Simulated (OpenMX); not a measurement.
SrO under changes of volume

One of the cells (17.239 Å³/atom); the others are scaled copies at fixed shape and fractional positions:

```xyz
2
Lattice="0.0000 2.5833 2.5833 2.5833 0.0000 2.5833 2.5833 2.5833 0.0000" Properties=species:S:1:pos:R:3 pbc="T T T"
Sr    2.5833    2.5833    2.5833
O     0.0000    0.0000    0.0000
```

| Quantity | Value |
| --- | --- |
| Program | OpenMX 3.8.5 |
| Functional | PBE |
| Potentials or basis | OpenMX 2013 PBE set, Sr10.0-s3p2d2, O6.0-s2p2d1, fixed grid of 36 × 36 × 36 points |
| k mesh | 9 × 9 × 9 |
| Occupations | fermi-dirac, width 0.05 eV |
| Spin | no spin polarisation |

```csv
volume (Å³/atom),energy over the lowest point (meV/atom),gap on the mesh (eV)
15.887,?,?
16.225,26.48,2.85
16.563,13.26,2.89
17.239,0.51,2.94
17.577,0.00,2.96
17.915,2.91,2.98
```

Task: What does the run at 15.887 Å³/atom give?

Result: Energy over the lowest point 44.90 meV/atom; gap on the mesh 2.81 eV.

Worked out: A Birch-Murnaghan fit of order 3 (a polynomial in V^(-2/3)) to the other rows has its minimum at 17.45 Å³/atom with B0 = V·E''(V) = 86 GPa and B' = 4.7. It gives 44.97 meV/atom at 15.887 Å³/atom, against the run's 44.90. A straight line through the other rows of the gap, of slope 1.29 eV per unit of ln V, extrapolates to 2.83 eV, against the run's 2.81.

Energies are extrapolated to zero smearing.

Caveats: an odd mesh through Γ misses points on the zone boundary, where band edges often lie; the basis of atomic orbitals isn't converged, which shifts pressures, moduli and gaps. Spin-orbit coupling on Sr is left out.
